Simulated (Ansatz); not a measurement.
**SnS2: stiffness from a series of strains**

```xyz
3
Lattice="3.5983 0.0000 0.0000 -1.7992 3.1162 0.0000 0.0000 0.0000 5.4940" Properties=species:S:1:pos:R:3 pbc="T T T"
Sn    0.0000    0.0000    0.0000
S     1.7992    1.0387    1.4499
S     0.0000    2.0775    4.0441
```

Atom numbers follow the list: Sn1, S2, S3.

The structure is an experimental refinement, used without relaxation.

No spin–orbit coupling, which matters for the heavy atoms here.

Computed with DFT, LDA, all-electron LAPW, scalar-relativistic (Ansatz 0.2.0).

Numerical set-up: a Γ-centred 8×8×5 k mesh, Fermi–Dirac smearing of 0.01 eV, basis error target 1 meV/atom, no spin polarisation.

The strain is applied along the Cartesian axes of the cell as listed (the other components stay zero). Fractional coordinates are held (clamped ions).

σ is the change of stress from the unstrained cell, which is at 3.49 GPa; tension is positive, so slopes are stress–strain coefficients at that pressure.

Only quantities that a quadratic follows smoothly over the whole series are listed; rougher ones are left out.

| εxx = εyy | σzz (GPa) | σxx (GPa) |
| --- | --- | --- |
| -0.0200 | -3.50 | -5.37 |
| 0.0000 | 0.00 | 0.00 |
| 0.0100 | 1.49 | 2.31 |
| 0.0200 | 2.83 | 4.41 |

Q: Fit the series and read off the stiffness at zero strain.

A: Least-squares fits y = p0 + p1 x + p2 x² to the rows give σzz (GPa): p1 = 158, p2 = -830; σxx (GPa): p1 = 244, p2 = -1200. So C13 + C23 = 158 GPa and C11 + C12 = 244 GPa, for these axes.

Q: One run, at εxx = εyy = -0.0100, is withheld. Predict its row.

A: The fits give -1.67, -2.57; the run gave -1.66, -2.55.
